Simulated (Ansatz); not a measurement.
Task: a convergence test of the k-point mesh of Cu, space group P6_3/mmc, with Ansatz's Python interface. Give the script and its output. Use (first run): PBE, PAW, cutoff 450 eV, 3×3×2 k-points, Fermi-Dirac smearing of 0.1 eV. The script varies mesh: (3, 3, 2), (5, 5, 3), (6, 6, 4), (8, 8, 5), (10, 10, 6), (12, 12, 7).

```xyz
2
Lattice="2.5341 0.0000 0.0000 -1.2670 2.1946 0.0000 0.0000 0.0000 4.1126" Properties=species:S:1:pos:R:3 pbc="T T T"
Cu    0.0000    1.4631    1.0281
Cu    1.2670    0.7315    3.0844
```

Script `kconv.py`:
```python
# -*- coding: utf-8 -*-
import ansatz as az


def main():
    xtal = (
        az.Lattice.of([2.53409667, 0.0, 0.0], [-1.26704833, 2.19459209, 0.0], [0.0, 0.0, 4.112571])
        .atom("Cu", [1 / 3, 2 / 3, 0.25])
        .atom("Cu", [2 / 3, 1 / 3, 0.75])
    )

    job = xtal.calculation()
    job = job.functional("pbe")
    job = job.basis(450)
    job = job.occupations(az.OccupationsMethod.FERMI_DIRAC)

    rows = []
    for value in [(3, 3, 2), (5, 5, 3), (6, 6, 4), (8, 8, 5), (10, 10, 6), (12, 12, 7)]:
        rep = job.kpoints(mesh=value).run().report
        rows.append((value, rep["free_energy_ev"] / len(rep["lattice"]["sites"]), rep["n_iterations"], rep["n_kpoints"]))

    print("        mesh   F/atom (eV)    iterations      k-points")
    for row in rows:
        print(f"{str(row[0]):>12s}  {row[1]:12.5f}  {row[2]:12d}  {row[3]:12d}")

    for row in rows[:-1]:
        shift = 1000 * (row[1] - rows[-1][1])
        print(f"{row[0]}: {shift:+.2f} meV/atom" + ("  (within 2 meV)" if abs(shift) < 2 else ""))


if __name__ == "__main__":
    main()
```

Running `python kconv.py` prints:
```text
        mesh   F/atom (eV)    iterations      k-points
   (3, 3, 2)   -6625.30365             6             6
   (5, 5, 3)   -6625.23091             6            10
   (6, 6, 4)   -6625.13708             6            21
   (8, 8, 5)   -6625.13786             6            30
 (10, 10, 6)   -6625.15397             6            56
 (12, 12, 7)   -6625.15516             6            76
(3, 3, 2): -148.49 meV/atom
(5, 5, 3): -75.76 meV/atom
(6, 6, 4): +18.08 meV/atom
(8, 8, 5): +17.29 meV/atom
(10, 10, 6): +1.19 meV/atom  (within 2 meV)
```

From 10×10×6 on it stays within 2 meV an atom of the value at 12×12×7; the first row (3×3×2) is off by 148.5 meV and the last but one by 1.19 meV. That rests on few rows after larger swings, so the series isn't shown to be converged. This holds for F at a smearing of 0.1 eV; a narrower one needs a denser mesh. It goes up and down, since the sum over k-points isn't variational.

Reading the output:
- The run is spin-unpolarised.
- This isn't the structure that Cu takes at ambient conditions.
- Shifts are counted from the finest mesh, which is itself no proven limit.

(A comment or docstring line of the script was reworded after the run, the code is as it ran; lines on the test bed's own set-up are left out of the output.)
